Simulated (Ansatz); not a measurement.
# ZrB2: the cost of one run

Method: DFT PBE, scalar-relativistic, plane waves, PAW, in Ansatz 0.2.0.

1 further run of the same task is left out (set aside as unsound or not needed).

## (1) Starting point

The structure is hexagonal, space group P6/mmm (No. 191). Conventional cell: a = 3.171 Å, b = 3.171 Å, c = 3.542 Å, α = 90.00°, β = 90.00°, γ = 120.00°. Zr (site symmetry 6/mmm) has 12 B at 2.55 Å as nearest neighbours. B (site symmetry -6m2) has 3 B at 1.83 Å and 6 Zr at 2.55 Å as nearest neighbours.

As a file:

```cif
data_structure
_symmetry_space_group_name_H-M 'P6/mmm'
_symmetry_Int_Tables_number 191
_cell_length_a 3.1713
_cell_length_b 3.1713
_cell_length_c 3.5420
_cell_angle_alpha 90.000
_cell_angle_beta 90.000
_cell_angle_gamma 120.000
_cell_volume 30.85
loop_
_atom_site_label
_atom_site_type_symbol
_atom_site_symmetry_multiplicity
_atom_site_Wyckoff_symbol
_atom_site_fract_x
_atom_site_fract_y
_atom_site_fract_z
_atom_site_occupancy
Zr1 Zr 1 a 0.00000 0.00000 0.00000 1
B1 B 2 d 0.33333 0.66667 0.50000 1
```

It is the result of an earlier relaxation at this level (volume 10.28 Å³/atom; gap on the mesh: none (metal)).

## (2) Electronic structure at the relaxed geometry

Contents of input.yaml:

```yaml
crystal:
  lattice:
    - [3.1713308747, 0.0, 0.0]
    - [-1.5856654374, 2.7464531013, 0.0]
    - [0.0, 0.0, 3.5419829896]
  atoms:
    - { symbol: Zr, position: [0.0, 0.0, 0.0] }
    - { symbol: B, position: [0.3333333333, 0.6666666667, 0.5] }
    - { symbol: B, position: [0.6666666667, 0.3333333333, 0.5] }
basis:
  ecutwfc: 420
kpoints:
  mp_grid: { grid: [18, 18, 12] }
  band_path:
    path:
      - [[0.0, 0.0, 0.0], [0.5, 0.0, 0.0], [0.33333333, 0.33333333, 0.0], [0.0, 0.0, 0.0], [0.0, 0.0, 0.5], [0.5, 0.0, 0.5], [0.33333333, 0.33333333, 0.5], [0.0, 0.0, 0.5]]
      - [[0.5, 0.0, 0.5], [0.5, 0.0, 0.0]]
      - [[0.33333333, 0.33333333, 0.5], [0.33333333, 0.33333333, 0.0]]
    npoints: 14
hamiltonian:
  xc: pbe
scf:
  occupations: { method: gaussian, width: 0.1 }
  n_extra_bands: 7
output:
  forces: true
  stress: true
  eigenvalues: true
  populations: true
  dos: { projected: true, de: 0.02, nscf_kmesh: { grid: [27, 27, 18] } }
  bader: true
```

Command:

```console
ansatz run input.yaml --threads 1 --pin off --max-ram 2560MiB --backend cpu --events-out ev --progress --plain --runs-dir out
```

Q: Estimate wall time and peak memory on 1 thread of Arm Neoverse V1, shared host.

About 35 s, with a peak of 0.46 GiB.
